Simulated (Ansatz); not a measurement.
## BeO under a change: pressure 7.5 GPa

The reference is BeO in the wurtzite structure (space group P6_3mc, No. 186; a = 2.693 Å, c = 4.373 Å).

Perturbation: cell and atoms relaxed at a pressure of 7.5 GPa.

The values are results of PBEsol/PAW in Ansatz (a first-principles code), no spin-orbit coupling, not measurements. Γ-centred 14×14×8 mesh, Fermi–Dirac width 0.05 eV.

* **Volume per atom**: 6.65 Å³ (base 6.87 Å³)
* **Density**: 3.12 g/cm³ (base 3.02 g/cm³)
* **Shortest interatomic distance**: 1.626 Å (base 1.644 Å)
* **Enthalpy H = E + PV relative to the base's energy**: +0.32 eV/atom
* **Band gap**: 7.85 eV (base 7.51 eV)
* **Gap character**: direct at Γ (base direct at Γ)
* **Mean gap deformation potential ΔEg/Δln V**: -10.5 eV
* **Width of the top valence band**: 2.51 eV (base 2.44 eV)
* **Electron mass**: 0.56 mₑ along c, 0.65 mₑ across (at Γ) (base 0.54 mₑ along c, 0.61 mₑ across (at Γ))
* **Valence-band top at Γ (three highest levels, from the VBM)**: 0.00, -0.04, -0.04 eV (base 0.00, -0.04, -0.04 eV)

Final structure:

```xyz
4
Lattice="2.6638 0.0000 0.0000 -1.3319 2.3069 0.0000 0.0000 0.0000 4.3260" Properties=species:S:1:pos:R:3 pbc="T T T"
Be     1.3319     0.7690     0.0061
Be     0.0000     1.5379     2.1692
O      1.3319     0.7690     2.6985
O      0.0000     1.5379     0.5355
```

Load acts through the strain it causes; cell and atoms are relaxed under it. Effective masses come from finite differences of ±0.01 Å⁻¹. Stability against distortions was not tested. Competing high-pressure phases were not computed.
